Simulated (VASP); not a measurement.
These are PBEsol GGA, VASP's PBE PAW potentials (set 64) (plane waves; VASP 6.6.1) values and carry that method's errors.

VASP ran on this input.

**POSCAR**
```
CaF2
1.0
  0.0000000000   2.6297396641   2.6297396641
  2.6297396641   0.0000000000   2.6297396641
  2.6297396641   2.6297396641   0.0000000000
Ca F
1 2
direct
  0.0000000000   0.0000000000   0.0000000000
  0.2500000000   0.2500000000   0.2500000000
  0.7500000000   0.7500000000   0.7500000000
```

**INCAR**
```
SYSTEM = CaF2
PREC = Accurate
ENCUT = 620
EDIFF = 1E-6
NELM = 100
ALGO = Normal
LREAL = .FALSE.
LASPH = .TRUE.
ISMEAR = 0
SIGMA = 0.05
GGA = PS
LWAVE = .FALSE.
LCHARG = .FALSE.
IBRION = 2
ISIF = 3
NSW = 40
EDIFFG = -0.02
PSTRESS = 100
```

**KPOINTS**
```
Automatic mesh
0
Gamma
7 7 7
0 0 0
```

POTCAR, in this order: Ca_sv F (PBE.64 set). Program: vasp_std.

Output of the run:

File OUTCAR:
```
 ion  position               nearest neighbor table
   1  0.000  0.000  0.000-   3 2.28   3 2.28   3 2.28   2 2.28   2 2.28   2 2.28   3 2.28   2 2.28
  LATTYP: Found a face centered cubic cell.
 ALAT       =     5.2594793282
 Subroutine PRICEL returns:
 Original cell was already a primitive cell.
 Subroutine GETGRP returns: Found 48 space group operations
The static configuration has the point symmetry O_h .
The dynamic configuration has the point symmetry O_h .
 Subroutine INISYM returns: Found 48 space group operations
 Subroutine IBZKPT returns following result:
 Found     20 irreducible k-points:

 Following reciprocal coordinates:
            Coordinates               Weight
  0.000000  0.000000  0.000000      1.000000
  0.142857  0.000000  0.000000      8.000000
  0.285714  0.000000  0.000000      8.000000
  0.428571  0.000000  0.000000      8.000000
  0.142857  0.142857  0.000000      6.000000
  0.285714  0.142857  0.000000     24.000000
  0.428571  0.142857  0.000000     24.000000
 -0.428571  0.142857  0.000000     24.000000
 -0.285714  0.142857  0.000000     24.000000
 -0.142857  0.142857  0.000000     12.000000
  0.285714  0.285714  0.000000      6.000000
  0.428571  0.285714  0.000000     24.000000
 -0.428571  0.285714  0.000000     24.000000
 -0.285714  0.285714  0.000000     12.000000
  0.428571  0.428571  0.000000      6.000000
 -0.428571  0.428571  0.000000     12.000000
  0.428571  0.285714  0.142857     24.000000
 -0.428571  0.285714  0.142857     48.000000
 -0.428571  0.428571  0.142857     24.000000
 -0.285714  0.428571  0.142857     24.000000
   k-points           NKPTS =     20   k-points in BZ     NKDIM =     20   number of bands    NBANDS=     16
   number of dos      NEDOS =    301   number of ions     NIONS =      3
   total plane-waves  NPLWV =  27000
   dimension x,y,z NGX =    30 NGY =   30 NGZ =   30
   dimension x,y,z NGXF=    60 NGYF=   60 NGZF=   60
...
```

### OSZICAR
```
       N       E                     dE             d eps       ncg     rms          rms(c)
DAV:   1     0.252072227775E+03    0.25207E+03   -0.15707E+04   640   0.178E+03
DAV:   2    -0.763229128734E+01   -0.25970E+03   -0.25648E+03   792   0.428E+02
DAV:   3    -0.184842706000E+02   -0.10852E+02   -0.10843E+02   696   0.990E+01
DAV:   4    -0.188787821173E+02   -0.39451E+00   -0.39441E+00  1120   0.145E+01
DAV:   5    -0.188810990745E+02   -0.23170E-02   -0.23169E-02   704   0.113E+00    0.734E+00
DAV:   6    -0.177980211569E+02    0.10831E+01   -0.54930E+00   656   0.177E+01    0.298E+00
DAV:   7    -0.177836075340E+02    0.14414E-01   -0.15640E-01   824   0.374E+00    0.159E+00
DAV:   8    -0.177895628674E+02   -0.59553E-02   -0.26654E-02   800   0.213E+00    0.185E-01
DAV:   9    -0.177925931783E+02   -0.30303E-02   -0.62490E-03   816   0.654E-01    0.127E-01
DAV:  10    -0.177932416330E+02   -0.64845E-03   -0.10163E-03   816   0.241E-01    0.393E-02
DAV:  11    -0.177932417380E+02   -0.10506E-06   -0.12318E-04   768   0.111E-01    0.102E-02
DAV:  12    -0.177932466114E+02   -0.48733E-05   -0.15360E-05   816   0.365E-02    0.217E-03
DAV:  13    -0.177932469425E+02   -0.33114E-06   -0.15792E-06   712   0.110E-02
   1 F= -.15523081E+02 E0= -.15523081E+02  d E =-.155231E+02
```

### OUTCAR
```
------------------------ aborting loop because EDIFF is reached ----------------------------------------
  FORCE on cell =-STRESS in cart. coord.  units (eV):
  Direction    XX          YY          ZZ          XY          YZ          ZX
  --------------------------------------------------------------------------------------
  Total        2.2842656      2.2842656      2.2842656     -0.0000000      0.0000000     -0.0000000
  in kB      100.6210659    100.6210659    100.6210659     -0.0000000      0.0000000     -0.0000000
  external PRESSURE =       0.6210659 kB  Pullay stress =     100.0000000 kB
  volume of cell :       36.37
      direct lattice vectors                 reciprocal lattice vectors
     0.000000000  2.629739664  2.629739664    -0.190132889  0.190132889  0.190132889
     2.629739664  0.000000000  2.629739664     0.190132889 -0.190132889  0.190132889
     2.629739664  2.629739664  0.000000000     0.190132889  0.190132889 -0.190132889
 POSITION                                       TOTAL-FORCE (eV/Angst)
 -----------------------------------------------------------------------------------
      0.00000      0.00000      0.00000         0.000000      0.000000     -0.000000
      1.31487      1.31487      1.31487         0.000000      0.000000      0.000000
      3.94461      3.94461      3.94461        -0.000000     -0.000000     -0.000000
 -----------------------------------------------------------------------------------
    total drift:                                0.000000     -0.000000      0.000000
  FREE ENERGIE OF THE ION-ELECTRON SYSTEM (eV)
  ---------------------------------------------------
  free  energy   TOTEN  =       -17.7932469425 eV

  energy  without entropy=      -17.7932469425  energy(sigma->0) =      -17.79324694
  enthalpy is  TOTEN    =       -15.5230805830 eV   P V=        2.2701663595

 reached required accuracy - stopping structural energy minimisation
```
(Selected blocks of OUTCAR.)

### OUTCAR
```
 val. band max:       -0.4773526014   @ k =  -0.4286   0.4286   0.0000

 cond. band min:       7.3295797872   @ k =   0.0000   0.0000   0.0000


 Fermi energy:        -0.1648456742

 k-point     1 :       0.0000    0.0000    0.0000
  band No.  band energies     occupation
      1     -35.7333      2.00000
      2     -20.5546      2.00000
      3     -19.5806      2.00000
      4     -16.7509      2.00000
      5     -16.7509      2.00000
      6     -16.7509      2.00000
      7      -2.9757      2.00000
      8      -2.9757      2.00000
      9      -2.9757      2.00000
     10      -0.7158      2.00000
     11      -0.7158      2.00000
     12      -0.7158      2.00000
     13       7.3296      0.00000
     14       9.0917      0.00000
     15       9.0917      0.00000
     16      11.7045      0.00000

 k-point     2 :       0.1429    0.0000    0.0000
  band No.  band energies     occupation
      1     -35.7210      2.00000
      2     -20.6229      2.00000
      3     -19.6521      2.00000
      4     -16.7645      2.00000
      5     -16.7645      2.00000
      6     -16.6400      2.00000
      7      -2.8639      2.00000
      8      -2.8639      2.00000
      9      -2.7560      2.00000
     10      -0.9831      2.00000
     11      -0.8250      2.00000
     12      -0.8250      2.00000
     13       7.8717      0.00000
     14       9.1529      0.00000
     15       9.1529      0.00000
     16      11.4766      0.00000

 k-point     3 :       0.2857    0.0000    0.0000
  band No.  band energies     occupation
      1     -35.6931      2.00000
      2     -20.7248      2.00000
      3     -19.8706      2.00000
      4     -16.7945      2.00000
      5     -16.7945      2.00000
      6     -16.3731      2.00000
      7      -2.5891      2.00000
      8      -2.5891      2.00000
      9      -2.2757      2.00000
     10      -1.4876      2.00000
     11      -1.0805      2.00000
     12      -1.0805      2.00000
     13       8.9338      0.00000
...
```

The compound is CaF2 in the fluorite structure. It was relaxed first under an external pressure of 10 GPa.
